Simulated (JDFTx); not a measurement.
MnO:

```xyz
2
Lattice="0.0000 2.2239 2.2239 2.2239 0.0000 2.2239 2.2239 2.2239 0.0000" Properties=species:S:1:pos:R:3 pbc="T T T"
Mn    0.0000    0.0000    0.0000
O     2.2239    2.2239    2.2239
```

The cell is a database's computed one.

Base run:

```yaml
Program: JDFTx 1.7.0 (patched build)
Functional: PBEsol
Potentials_or_basis: PseudoDojo-SR-PBEsol-0.4.1-standard with smoothed tails
Cutoff: 1306 eV
Density_cutoff: 10449 eV
k_mesh: 10 × 10 × 10
Occupations: fermi-dirac, width 0.05 eV
Spin: collinear spin, ferromagnetic start
Starting_moments: "[4.0, 0.0] μB"
```

Its results: band gap on the k mesh none (metal or under the smearing width); pressure -6.8 GPa; net moment 4.80 μB per cell; site moments Mn +4.52; O +0.27 μB.

**Question.** The run is repeated on the same cell with these changes: functional from PBEsol to LDA; potentials or basis from PseudoDojo-SR-PBEsol-0.4.1-standard with smoothed tails to PseudoDojo-SR-LDA-0.4.1-standard with smoothed tails. What comes out?

**Answer.** Band gap on the k mesh none (metal or under the smearing width); pressure -16.0 GPa; net moment 4.65 μB per cell; site moments Mn +4.38; O +0.26 μB.

Caveats: a cell with one magnetic atom can't hold antiferromagnetic order, which such compounds often take; semilocal functionals often make such compounds metallic where correlation or magnetic order opens a gap, which also shifts bond lengths; so large a pressure means that the cell lies far from this level's equilibrium, or that cutoff or potentials fall short (some runs).
